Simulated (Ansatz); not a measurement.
# TaN (P6_3mc): how the settings move a calculation

Question: which choices in the input matter for TaN (P6_3mc)?

Program: Ansatz 0.2.0. Level of theory: reference: DFT PBE, scalar-relativistic, plane waves, PAW. These are calculated values, not measurements.

8 further runs of the same task are left out: 6 for a known fault of the program, 2 set aside as unsound or not needed. Runs told in other sessions of the task aren't counted.

### Step 1. The structure to begin with

It takes space group P6_3mc (No. 186, hexagonal). The conventional cell has a = 3.050 Å, b = 3.050 Å, c = 4.940 Å, α = 90.00°, β = 90.00°, γ = 120.00°. Ta (site symmetry 3m) is surrounded by 4 N at 1.85 to 1.90 Å. N (site symmetry 3m) is surrounded by 4 Ta at 1.85 to 1.90 Å.

As a file:

```
CELL_PARAMETERS angstrom
3.05000 0.00000 0.00000
-1.52500 2.64138 0.00000
0.00000 0.00000 4.94000
ATOMIC_POSITIONS crystal
Ta 0.33333 0.66667 0.00000
Ta 0.66667 0.33333 0.50000
N 0.33333 0.66667 0.38500
N 0.66667 0.33333 0.88500
```

### Step 2. The reference run

Contents of input.yaml:

```yaml
crystal:
  lattice:
    - [3.0500020364, 0.0, 0.0]
    - [-1.5250010182, 2.6413792451, 0.0]
    - [0.0, 0.0, 4.940001532]
  atoms:
    - { symbol: Ta, position: [0.3333333333, 0.6666666667, 0.0], spin: 0.05 }
    - { symbol: Ta, position: [0.6666666667, 0.3333333333, 0.5], spin: -0.05 }
    - { symbol: "N", position: [0.3333333333, 0.6666666667, 0.385] }
    - { symbol: "N", position: [0.6666666667, 0.3333333333, 0.885] }
basis:
  ecutwfc: 420
  ecutrho_ratio: 4
kpoints:
  mp_grid: { grid: [8, 8, 6] }
hamiltonian:
  xc: pbe
scf:
  occupations: { method: gaussian, width: 0.05 }
  lower_state_search: "off"
output:
  forces: true
  stress: true
  eigenvalues: true
  populations: true
magnetization:
  spin_polarized: true
relax:
  f_tol: 0.015
  max_steps: 40
  cell: { stress_tol: 0.15, fix: [volume] }
checkpoint:
  read: start.run
  write: ck
  compress: false
  write_wavefunctions: false
  write_every: 100000
```

Run with:

```
ansatz run input.yaml --threads 4 --pin off --max-ram 8192MiB --backend cpu --events-out ev --progress --plain --runs-dir out
```

### Step 3. Changed: dispersion d3bjatm

Contents of input.yaml:

```yaml
crystal:
  lattice:
    - [2.769801918907, -2.523399690192e-33, 3.967734897025e-17]
    - [-1.384900959454, 2.398718825224, -1.983867448513e-17]
    - [6.426427338741e-17, 1.784957822327e-32, 5.990042704809]
  atoms:
    - { symbol: Ta, position: [0.3333333333333, 0.6666666666667, 0.03861479011714], spin: 2.0 }
    - { symbol: Ta, position: [0.6666666666667, 0.3333333333333, 0.5386148480035], spin: -2.0 }
    - { symbol: "N", position: [0.3333333333333, 0.6666666666667, 0.3463852241616] }
    - { symbol: "N", position: [0.6666666666667, 0.3333333333333, 0.8463851377178] }
basis:
  ecutwfc: 420
  ecutrho_ratio: 4
kpoints:
  mp_grid: { grid: [8, 8, 6] }
hamiltonian:
  xc: pbe
  dispersion: d3bjatm
scf:
  occupations: { method: gaussian, width: 0.05 }
  lower_state_search: "off"
output:
  forces: true
  stress: true
magnetization:
  spin_polarized: true
```

### Step 4. Changed: n_extra_bands 2, lower_state_search left out

Contents of input.yaml:

```yaml
crystal:
  lattice:
    - [2.769801918907, -2.523399690192e-33, 3.967734897025e-17]
    - [-1.384900959454, 2.398718825224, -1.983867448513e-17]
    - [6.426427338741e-17, 1.784957822327e-32, 5.990042704809]
  atoms:
    - { symbol: Ta, position: [0.3333333333333, 0.6666666666667, 0.03861479011714], spin: 2.0 }
    - { symbol: Ta, position: [0.6666666666667, 0.3333333333333, 0.5386148480035], spin: -2.0 }
    - { symbol: "N", position: [0.3333333333333, 0.6666666666667, 0.3463852241616] }
    - { symbol: "N", position: [0.6666666666667, 0.3333333333333, 0.8463851377178] }
basis:
  ecutwfc: 420
  ecutrho_ratio: 4
kpoints:
  mp_grid: { grid: [8, 8, 6] }
hamiltonian:
  xc: pbe
scf:
  occupations: { method: gaussian, width: 0.05 }
  n_extra_bands: 2
output:
  forces: true
  stress: true
magnetization:
  spin_polarized: true
```

### Step 5. Variant: structure, symmetry.detect false, lower_state_search left out, spin_polarized left out

Contents of input.yaml:

```yaml
crystal:
  lattice:
    - [2.769801918907, -2.523399690192e-33, 3.967734897025e-17]
    - [-1.384900959454, 2.398718825224, -1.983867448513e-17]
    - [6.426427338741e-17, 1.784957822327e-32, 5.990042704809]
  atoms:
    - { symbol: Ta, position: [0.3333333333333, 0.6666666666667, 0.03861479011714] }
    - { symbol: Ta, position: [0.6666666666667, 0.3333333333333, 0.5386148480035] }
    - { symbol: "N", position: [0.3333333333333, 0.6666666666667, 0.3463852241616] }
    - { symbol: "N", position: [0.6666666666667, 0.3333333333333, 0.8463851377178] }
  symmetry: { detect: false }
basis:
  ecutwfc: 420
  ecutrho_ratio: 4
kpoints:
  mp_grid: { grid: [8, 8, 6] }
hamiltonian:
  xc: pbe
scf:
  occupations: { method: gaussian, width: 0.05 }
output:
  forces: true
  stress: true
```

What does the calculation give? Wanted: for each run, ending; energy change; pressure; gap; force.

**Answer**, as computed:

| run | ending | energy change | pressure (GPa) | gap (eV) | force (eV/Å) | cycles | time |
| --- | --- | --- | --- | --- | --- | --- | --- |
| reference | converged | 0 | 109.9 | 0.19 | 0.00 | - | 52 s |
| 1: dispersion d3bjatm | converged | -450.0 meV/atom (offset of the dispersion model) | 103.5 | 0.19 | 0.01 | 18 | 6.3 s |
| 2: n_extra_bands 2, lower_state_search left out | converged | 0.0 meV/atom | 109.9 | 0.19 | 0.00 | 16 | 14 s |
| 3: structure, symmetry.detect false, lower_state_search left out, spin_polarized left out | converged | 0.0 meV/atom | 109.9 | 0.19 | 0.00 | 6 | 4.6 s |

Times don't compare one to one where runs were asked for different outputs or read a saved state (see the inputs); cycles may leave out searches for a lower state.

«n_extra_bands 2, lower_state_search left out» leaves the energy as it was. Of the variants the dearest is «n_extra_bands 2, lower_state_search left out» (14 s), the cheapest «structure, symmetry.detect false, lower_state_search left out, spin_polarized left out» (4.6 s), on a shared host. The structure is not at rest: the sound run finds 110 GPa, so these are no properties of the relaxed crystal.  The gap of the reference lacks spin-orbit coupling, though the cell holds Ta.
